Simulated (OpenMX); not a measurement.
**PtS2 under changes of volume**

One of the cells (18.626 Å³/atom); the others are scaled copies at fixed shape and fractional positions:

```
Pt S
1.0
     3.56667    0.00000    0.00000
    -1.78333    3.08882    0.00000
     0.00000    0.00000    5.07217
Pt S
1 2
Cartesian
  0.0000 0.0000 0.0000
  1.7833 1.0296 3.9208
  0.0000 2.0592 1.1514
```

```yaml
Program: OpenMX 3.8.5
Functional: PBE
Potentials_or_basis: OpenMX 2013 PBE set, Pt7.0-s3p2d2f1, S7.0-s2p2d1f1, fixed grid of 36 × 36 × 60 points
k_mesh: 9 × 9 × 5
Occupations: fermi-dirac, width 0.05 eV
Spin: no spin polarisation
```

| volume (Å³/atom) | energy over the lowest point (meV/atom) | gap on the mesh (eV) | largest force (eV/Å) |
| --- | --- | --- | --- |
| 17.165 | 203.62 | 1.10 | 2.761 |
| 17.531 | ? | ? | ? |
| 17.896 | 100.66 | 1.05 | 1.968 |
| 18.626 | 34.99 | 1.00 | 1.298 |
| 18.992 | 14.04 | 0.97 | 1.000 |
| 19.357 | 0.00 | 0.95 | 0.729 |

Task: What does the run at 17.531 Å³/atom give?

Result: Energy over the lowest point 146.94 meV/atom; gap on the mesh 1.07 eV; largest force 2.348 eV/Å.

Worked out: A Birch-Murnaghan fit of order 3 (a polynomial in V^(-2/3)) to the other rows has no minimum within the range. It gives 146.94 meV/atom at 17.531 Å³/atom, against the run's 146.94. A straight line through the other rows of the gap, of slope -1.26 eV per unit of ln V, gives 1.07 eV, against the run's 1.07.

Energies are extrapolated to zero smearing.

Caveats: spin-orbit coupling is left out, which moves the levels of the heavy elements; an odd mesh through Γ misses points on the zone boundary, where band edges often lie; the basis of atomic orbitals isn't converged, which shifts pressures, moduli and gaps; forces of over 1 eV/Å show positions far from the minimum, so gaps and moduli don't describe the material at rest (some runs).
